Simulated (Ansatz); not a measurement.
# Straining TaN

Theory: Ansatz, DFT PBE, scalar-relativistic, plane waves, PAW. Run with 420 eV cutoff, 18×18×8 k-mesh, Gaussian smearing of 0.10 eV, no spin polarisation.

The relaxed crystal:

```yaml
crystal:
  lattice:
    - [2.91712, 0.00000, 0.00000]
    - [-1.45856, 2.52630, 0.00000]
    - [0.00000, 0.00000, 5.91497]
  atoms:
    - { symbol: Ta, position: [0.00000, 0.00000, 0.00000] }
    - { symbol: Ta, position: [0.00000, 0.00000, 0.50000] }
    - { symbol: N, position: [0.33333, 0.66667, 0.25000] }
    - { symbol: N, position: [0.66667, 0.33333, 0.75000] }
```

Deformation: biaxial strain in the a-b plane, with the length and tilt of c and the atoms relaxed, all within the symmetry that the strain leaves. Energies are extrapolated to zero smearing. Stress is positive in compression, on the Cartesian axes of the cell above.

Spin–orbit coupling is left out, which can shift energies with elements as heavy as these.

| strain (%) | ΔE (meV/atom) | a (Å) | b (Å) | c (Å) | σxx (GPa) | σyy (GPa) | σzz (GPa) |
| --- | --- | --- | --- | --- | --- | --- | --- |
| -6.0 | 215.1 | 2.742 | 2.742 | 6.046 | 59.02 | 59.02 | 0.00 |
| -4.0 | 91.0 | 2.800 | 2.800 | 6.000 | 36.08 | 36.08 | 0.00 |
| -2.0 | 21.6 | 2.859 | 2.859 | 5.956 | 16.54 | 16.54 | 0.00 |
| +0.0 | 0.0 | 2.917 | 2.917 | 5.915 | 0.00 | 0.00 | 0.01 |
| +2.0 | 19.4 | 2.975 | 2.975 | 5.873 | -13.55 | -13.55 | 0.00 |
| +4.0 | 72.8 | 3.034 | 3.034 | 5.824 | -24.15 | -24.15 | 0.00 |
| +6.0 | 151.4 | 3.092 | 3.092 | 5.756 | -31.34 | -31.34 | 0.00 |

This form isn't the usual stable structure of the compound.